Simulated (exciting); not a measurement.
Crystal: NaCl.

```
Cl Na
1.0
     0.00000    2.79406    2.79406
     2.79406    0.00000    2.79406
     2.79406    2.79406    0.00000
Cl Na
1 1
Direct
  0.50000 0.50000 0.50000
  0.00000 0.00000 0.00000
```

The cell is a database's computed one.

Base run:

```yaml
Program: exciting (release sodium)
Functional: revPBE
Potentials_or_basis: all-electron LAPW+lo, shipped species files, valence relativity iora*
rgkmax: 7.5
k_mesh: 8 × 8 × 8
Occupations: fermi-dirac, width 0.05 eV
Spin: no spin polarisation
```

Its results: band gap on the k mesh 5.52 eV, direct.

Question: The run is repeated on the same cell with these changes: functional from revPBE to RPBE. What comes out?

Answer: Band gap on the k mesh 5.59 eV, direct.
